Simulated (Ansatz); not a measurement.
# Moving the knobs of a GW run on InP (honeycomb monolayer)

Aim: change settings of a G0W0 run on InP (honeycomb monolayer) and see what moves.

Main program and level: Ansatz 0.2.0; G0W0 on PBEsol, plane waves, PAW; PAW set soft_1.

## 1. Starting point

The cell holds 2 atoms: 1 In and 1 P. Cell: a = 4.172 Å, b = 4.172 Å, c = 24.200 Å, α = 90.0°, β = 90.0°, γ = 120.0°. Vacuum lies along c.

The structure was relaxed with PBEsol. The runs that relaxed it are not among those shown. The Coulomb interaction is cut off across the vacuum.

## 2. The base run: 6×6×1 mesh, 328 empty bands, screening to 54 eV, PAW set soft_1 files

Now the one-shot GW correction: screening in the RPA, then the self-energy of the levels asked for. This step takes PAW set soft_1 files.

File input.yaml:

```yaml
crystal:
  lattice:
    - [4.1722798442, 0.0, 0.0]
    - [-2.0861399221, 3.6133003367, 0.0]
    - [0.0, 0.0, 24.2]
  atoms:
    - { symbol: In, position: [0.3333333333, 0.6666666667, 0.4901038385] }
    - { symbol: P, position: [0.6666666667, 0.3333333333, 0.5098961615] }
  periodic: [true, true, false]
kpoints:
  mp_grid: { grid: [6, 6, 1] }
hamiltonian:
  xc: pbesol
  pseudopotentials: { kind: paw, azcp: { folder: soft_1 }, xc_functional: pbe }
scf:
  occupations: { method: fixed }
gw:
  n_empty_bands: 328
  ecut_chi: 54.0
  qp_bands: [v2, c2]
  qp_kpoints: band_edges
  screening: { model: contour_deformation }
```

Launch:

```sh
$ ansatz run input.yaml --threads 8 --pin off --max-ram 17510MiB --backend cpu --events-out ev --progress --plain --runs-dir out
```

Numbers of over 12 decimals in the logs are rounded to 6 here.

The log of the run:

```text
Engine: ansatz 0.2.0, aarch64-unknown-linux-gnu
Pseudopotentials: kind: paw
Pseudopotential: In, paw, valence charge 13, recommended cutoff 420 eV (normal), soft_1/In.paw.azcp
Pseudopotential: P, paw, valence charge 5, recommended cutoff 420 eV (normal), soft_1/P.paw.azcp
Functional definition: PBEsol
  exchange = pbesol_x
  correlation = pbesol_c
Crystal: 2 atoms, lattice volume = 364.832 Å³
Basis set: ecut = 420 eV, 7035 PW (Γ)
Bands: 13, of which v1, the nominal top of the filled ones, is band 9 counted from 1 (8 counted from 0)
Symmetry: 6 space group operations
Space group: P3m1 (ITA 156), of the structure as read, at distance tolerance 7.1e-5 Å
k-points: 7 of 36 (time reversal used)
Non-local potential: In, projectors of the file, l = 0: 2, l = 1: 2, l = 2: 2, l = 3: 1
Non-local potential: P, projectors of the file, l = 0: 2, l = 1: 2, l = 2: 1
PAW form: soft (Blöchl's): semilocal exchange-correlation on the pseudo side does not see the compensation charge
PAW frozen core: In, regenerated for the run's functional, and the local potential with it (the file was generated under x = pbe(κ = 0.804, μ = 0.219515), c = pbe(β = 0.066725))
PAW frozen core: P, regenerated for the run's functional, and the local potential with it (the file was generated under x = pbe(κ = 0.804, μ = 0.219515), c = pbe(β = 0.066725))
PAW one-centre angular grid: In, 590 points (default); XC on 64 Gauss nodes
PAW one-centre angular grid: P, 110 points (default); XC on 64 Gauss nodes
Initial density: superposition of atomic densities (neutral atoms: chi_scale 0, normalization atom)
Initial wavefunctions: pseudopotential atomic-orbital guess
Functional: x = pbesol(κ = 0.804, μ = 0.123457), c = pbesol(β = 0.046)
SCF iter   1: F=—  HF=-6265.534803 eV  |F-HF|=—  |Δ(HF+E_count)|=         —  Δρ=1.58e-2  dr2=2.31e0  ethr=3.10e-3  ⟨swp⟩=7.6  Hψ=645  notcnv=0  defer=14
preconditioner: auto → none  [insulator: Δε(μ)=1.606 eV  Ē_g=13.731 eV  n_scr=12 (ndim 8)  ℏωp=8.2 eV  f_vac=0.767  ε∞_Penn≈1.4]
SCF iter   2: F=—  HF=-6265.228951 eV  |F-HF|=—  |Δ(HF+E_count)|=   3.06e-1  Δρ=1.06e-2  dr2=1.81e0  ethr=3.10e-3  ⟨swp⟩=4.6  Hψ=291  notcnv=0  defer=11
SCF iter   3: F=—  HF=-6264.938000 eV  |F-HF|=—  |Δ(HF+E_count)|=   2.91e-1  Δρ=4.84e-3  dr2=2.36e-1  ethr=3.10e-3  ⟨swp⟩=4.6  Hψ=316  notcnv=0  defer=14
SCF iter   4: F=—  HF=-6264.894918 eV  |F-HF|=—  |Δ(HF+E_count)|=   4.31e-2  Δρ=2.38e-3  dr2=2.20e-2  ethr=1.31e-3  ⟨swp⟩=2.9  Hψ=158  notcnv=0  defer=13
SCF iter   5: F=—  HF=-6264.894190 eV  |F-HF|=—  |Δ(HF+E_count)|=   7.28e-4  Δρ=5.47e-4  dr2=3.42e-3  ethr=1.22e-4  ⟨swp⟩=3.9  Hψ=215  notcnv=0  defer=14
SCF iter   6: F=—  HF=-6264.893617 eV  |F-HF|=—  |Δ(HF+E_count)|=   5.73e-4  Δρ=1.75e-4  dr2=3.62e-4  ethr=1.90e-5  ⟨swp⟩=3.3  Hψ=193  notcnv=0  defer=14
[...]
E_local      = -11742.806159  (includes V_loc(G=0)·N_el)
  E_nonlocal   = 361.031626
  E_hartree    = 5632.396863
  E_xc         = -212.414103
  E_vxc        = -148.708356  (∫ρ·V_xc dr)
  E_paw        = -4681.011055  (= ΣΔE_a)
  E_vpaw       = -284.639927  (= ΣTr[D̂ρ^β])
  E_aug_tail   = 0.000141  (compensation charges beyond the density's cutoff)
  E_ewald      = 4091.962180
  E_core_change = 0.282000  (= ΣΔE_core)
  E_smearing   = -0.000000  (= −TS)
  E_closure    = -0.000000  (closes the sum)
  Σ components = -6264.893569   (vs F -6264.893569, Δ=0.00e0)
--- Band table (eV; the first three rows and the last of 7) ---
  k-point 0: bands = [... 5 lower, -15.4008, -7.2228, -5.3931, -5.3931, -4.0526, -1.5552, -0.2636, -0.2636]
  k-point 1: bands = [... 5 lower, -15.1601, -7.5927, -6.5907, -5.8272, -2.8585, -1.4207 (-1.4208°), -0.3539, 0.1052]
  k-point 2: bands = [... 5 lower, -14.5214, -9.5118, -6.4929, -6.0888, -2.8295, -1.9914, 0.2258, 1.0240]
  k-point 6: bands = [... 5 lower, -13.7726, -10.4893, -8.2214, -5.2164, -3.0543, 0.2111, 0.2982, 1.7179]
  ° read free of the cell's end (the report's vacuum.weakly_bound_levels)
--- G₀W₀: contour deformation, 6 samples at zero and on the imaginary axis and 3 off it, 36 q-points, 328 empty bands' worth ---
  eigenvalues of the whole cell's RPA ε∞ on this k-mesh (on a slab, of 1 + 4πα/V) = 1.1200, 3.7581, 3.7581; static W/v taken at q = 0 is 0.503371
  gw.qp_kpoints: band_edges: 6 of 7 stored k-points solved, in 1 pass; an edge of the gap read off the rows below is read off those points alone
    valence top: of the k-points left out ik 4 came nearest to being solved in a further pass, in band 9 (counted from 1, as in the quasiparticle table): it holds the edge there only if its correction is more favourable than any solved in that band by at least 0.932 eV; those differ by 0.153 eV
    conduction bottom: of the k-points left out ik 4 came nearest to being solved in a further pass, in band 10 (counted from 1, as in the quasiparticle table): it holds the edge there only if its correction is more favourable than any solved in that band by at least 1.556 eV; those differ by 0.189 eV
    ik  band        ε_KS         Σx   Σc(E_QP)       V_xc       Z   E_QP_lin       E_QP  E_QP is
     0     8     -5.3931   -16.7443     1.4006   -15.0061  0.6918    -5.7382    -5.7307  root
     0     9     -5.3931   -16.7443     1.4006   -15.0061  0.6918    -5.7382    -5.7307  root
     0    10     -4.0526    -9.6930    -3.1282   -13.5024  0.7094    -3.3327    -3.3715  root
     0    11     -1.5552    -3.3404    -2.4429    -6.0584  0.7445    -1.2750    -1.2801  root
     1     8     -6.5907   -13.9718     2.0280   -11.4626  0.6379    -7.0845    -7.0720  root
     1     9     -5.8272   -16.3735     1.5307   -14.4816  0.6863    -6.1972    -6.1884  root
     1    10     -2.8585    -8.9551    -3.2761   -12.8644  0.6959    -2.1912    -2.2252  root
     1    11     -1.4207    -4.6690    -2.9440    -8.0158  0.6812    -1.0234    -1.0179  root
[...]
6     8     -8.2214   -15.0138     2.5195   -12.0822  0.6222    -8.6475    -8.6335  root
     6     9     -5.2164   -14.3311     1.5461   -12.3449  0.6662    -5.6708    -5.6564  root
     6    10     -3.0543    -6.3779    -3.1812   -10.0509  0.7006    -2.5443    -2.5625  root
     6    11      0.2111    -3.7259    -3.3547    -7.3908  0.7284     0.5278     0.5213  root
[key lines of the parts left out:]
SCF converged after 9 iterations
Free energy (F): -6264.893569 eV
Fermi energy:    -5.216379 eV
```

Wall time 63 s (8 threads of Arm Neoverse V1, shared host); peak memory 4.7 GiB.

Reading the cycles: dr2 is the Hartree energy of the density residual (eV), the measure of convergence; HF is the Harris–Foulkes estimate of the energy, which meets the free energy F at convergence.

Numbers from this step:

* bands summed: 337
* plane waves in the screening matrix: 347
* q-points in the mesh: 36
* G0W0 gap on the mesh: 2.285 eV
* k of the valence top: 0.3333, 0.3333, 0
* k of the conduction bottom: 0, 0, 0
* starting gap on the mesh: 1.164 eV
* Z at the valence top: 0.6662
* Z at the conduction bottom: 0.7094
* least direct G0W0 gap on the computed points: 2.359 eV

The gap on the mesh goes from 1.16 eV to 2.28 eV, a correction of +1.12 eV. Between the two edge states, bare exchange in place of the xc potential would open the gap by 5.80 eV, and correlation takes back 4.67 eV.

## 3. Variant: frequency model

input.yaml: that of step 2 with these lines changed.

```diff
@@ -21,2 +21,2 @@
   qp_kpoints: band_edges
-  screening: { model: contour_deformation }
+  screening: { model: godby_needs }
```

The log of the run:

```text
[...]
Crystal: 2 atoms, lattice volume = 364.832 Å³
Basis set: ecut = 420 eV, 7035 PW (Γ)
Bands: 13, of which v1, the nominal top of the filled ones, is band 9 counted from 1 (8 counted from 0)
[... 1 set-up line as in the run before ...]
[...]
k-points: 7 of 36 (time reversal used)
[...]
SCF iter   1: F=—  HF=-6265.534803 eV  |F-HF|=—  |Δ(HF+E_count)|=         —  Δρ=1.58e-2  dr2=2.31e0  ethr=3.10e-3  ⟨swp⟩=7.6  Hψ=645  notcnv=0  defer=14
[...]
SCF iter   9: F=-6264.893569 eV  HF=-6264.893569 eV  |F-HF|=4.18e-9  |Δ(HF+E_count)|=   1.09e-7  Δρ=1.10e-6  dr2=7.73e-9  ethr=5.56e-10  ⟨swp⟩=12.3  Hψ=751  notcnv=0
SCF 1 converged in 9 iterations: F = -6264.893569 eV  dr2 = 7.73e-9
[...]
NSCF: frozen V_eff on 7 k-points
G₀W₀ screening: q 1/7
[... further progress lines ...]
SCF converged after 9 iterations
Free energy (F): -6264.893569 eV
[...]
Internal energy: -6264.893569 eV  (E = F + TS)
E sigma→0 (E₀):  -6264.893569 eV
Fermi energy:    -5.216379 eV
[...]
--- Band table (eV; the first three rows and the last of 7) ---
  k-point 0: bands = [... 5 lower, -15.4008, -7.2228, -5.3931, -5.3931, -4.0526, -1.5552, -0.2636, -0.2636]
  k-point 1: bands = [... 5 lower, -15.1601, -7.5927, -6.5907, -5.8272, -2.8585, -1.4207 (-1.4208°), -0.3539, 0.1052]
  k-point 2: bands = [... 5 lower, -14.5214, -9.5118, -6.4929, -6.0888, -2.8295, -1.9914, 0.2258, 1.0240]
  k-point 6: bands = [... 5 lower, -13.7726, -10.4893, -8.2214, -5.2164, -3.0543, 0.2111, 0.2982, 1.7179]
  ° read free of the cell's end (the report's vacuum.weakly_bound_levels)
--- G₀W₀: ω_p = 28.0212 eV, 36 q-points, 328 empty bands' worth ---
[...]
GN-PPA: 1676612/3868171 pairs with Re ω̃² < 0 across q-mesh
[...]
0     8     -5.3931   -16.7443     1.3444   -15.0061  0.7541    -5.7889    -5.7869  root
     0     9     -5.3931   -16.7443     1.3444   -15.0061  0.7541    -5.7889    -5.7869  root
     0    10     -4.0526    -9.6930    -3.0492   -13.5024  0.7703    -3.2851    -3.2924  root
     0    11     -1.5552    -3.3404    -2.4298    -6.0584  0.8213    -1.2658    -1.2670  root
     1     8     -6.5907   -13.9718     1.8354   -11.4626  0.7436    -7.2719    -7.2646  root
     1     9     -5.8272   -16.3735     1.4613   -14.4816  0.7520    -6.2603    -6.2578  root
     1    10     -2.8585    -8.9551    -3.1911   -12.8644  0.7655    -2.1329    -2.1402  root
     1    11     -1.4207    -4.6690    -2.9045    -8.0158  0.7989    -0.9756    -0.9784  root
[...]
6     8     -8.2214   -15.0138     2.2995   -12.0822  0.7324    -8.8601    -8.8534  root
     6     9     -5.2164   -14.3311     1.4315   -12.3449  0.7439    -5.7753    -5.7711  root
     6    10     -3.0543    -6.3779    -3.1558   -10.0509  0.7770    -2.5333    -2.5371  root
     6    11      0.2111    -3.7259    -3.3484    -7.3908  0.7884     0.5293     0.5276  root
```

It took 66 s on 8 threads; peak memory 4.8 GiB.

The G0W0 gap on the mesh is 2.479 eV.

Against the base:

```
        setting                 base       variant
frequency model  contour deformation  plasmon pole
```

```
                                    quantity  variant   base
                    starting gap on the mesh    1.164  1.164
                        G0W0 gap on the mesh    2.479  2.285
least direct G0W0 gap on the computed points    2.495  2.359
                        Z at the valence top    0.744  0.666
                  Z at the conduction bottom    0.770  0.709
```

## 4. Outcome

- base: 2.28 eV, 63 s
- frequency model: 2.48 eV, 66 s

**Reading.** Frequency model: the gap moves by +0.19 eV. All runs here use a coarse mesh and modest cutoffs; they test settings and are not final values. The mesh in the plane is coarse for a sheet; gap and any exciton binding can still move on denser ones. The many-body steps are scalar-relativistic: spin-orbit coupling is not in them.

[Paths, hosts, dates, memory and timing lines, banners, echoed tables and standing remarks are left out of the program output.]

[Logs are printed without paths, hosts, clocks, repeated set-up lines and the standing remarks that a program may print on its own settings, such as how far it seeks lower states.]

[Runs of the session that timed out or met a known fault of the program may be left out.]

[Cells called generated may have been cut or substituted from an entry of the Crystallography Open Database or the Materials Project.]

[Hosts, paths, dates, database ids (printed as entryN), source tags and the programs' standing remarks are cut or masked in the printed files.]
